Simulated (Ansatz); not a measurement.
BeS (F-43m): one-shot GW input and result

Method: Ansatz 0.2.0-dev, G0W0@PBE, full frequency by contour deformation, norm-conserving pseudopotentials.

The input was:

```yaml
crystal:
  lattice:
    - [0.0, 2.41, 2.41]
    - [2.41, 0.0, 2.41]
    - [2.41, 2.41, 0.0]
  atoms:
    - { symbol: Be, position: [0.0, 0.0, 0.0] }
    - { symbol: S, position: [0.25, 0.25, 0.25] }
basis:
  precision: f64
  xc_grid: 2
kpoints:
  mp_grid: { grid: [4, 4, 4], shift: [0, 0, 0] }
hamiltonian:
  xc: pbe
  dispersion: none
  pseudopotentials: { kind: nc }
magnetization:
  spin_polarized: false
scf:
  lower_state_search: "off"
  max_iter: 200
  occupations: { method: fixed }
  convergence: { dr2_threshold: "1e-10 eV" }
output: {}
gw:
  n_empty_bands: 180
  ecut_chi: 200
  ecutfock_ratio: 2
  qp_bands: [v1, c1]
  screening: { model: contour_deformation }
```

Levels count from the highest filled Kohn-Sham level listed; ε_QP = ε_KS + Z(Σ − Vxc). VB is the top filled band, CB the lowest empty one. Points in brackets are given in fractions of the reciprocal vectors. A dash marks a part that wasn't solved. The wave cutoff came out at 1800 eV.

| k | band | ε_KS (eV) | Σx − Vxc (eV) | Σc (eV) | Z | ε_QP (eV) |
| --- | --- | --- | --- | --- | --- | --- |
| Γ | VB | 0.00 | -2.96 | 1.37 | 0.79 | -1.26 |
| Γ | CB | 5.64 | 5.32 | – | – | – |
| (0, -0.5, -0.5) | CB | 3.06 | 4.33 | -4.00 | 0.82 | 3.33 |

The gap (from Γ to k = (0, -0.5, -0.5)) opens from 3.06 eV to 4.59 eV.

Electronic (ion-clamped) dielectric constant on this mesh, from the head of the inverse dielectric matrix: 5.8.

With norm-conserving pseudopotentials the core–valence exchange is only approximate, which can shift gaps by tenths of an eV and RPA lattice constants by most of a per cent. The cell is a model at fixed atoms and needn't be the relaxed known crystal. The mesh is coarse, so these are values at the stated settings, not converged ones. Band sums or response are cut, so the gap isn't at its basis limit. The gap is read on the mesh, and the crystal's band edges can lie off it. Meshes this coarse can overestimate the dielectric constant by a tenth and more.
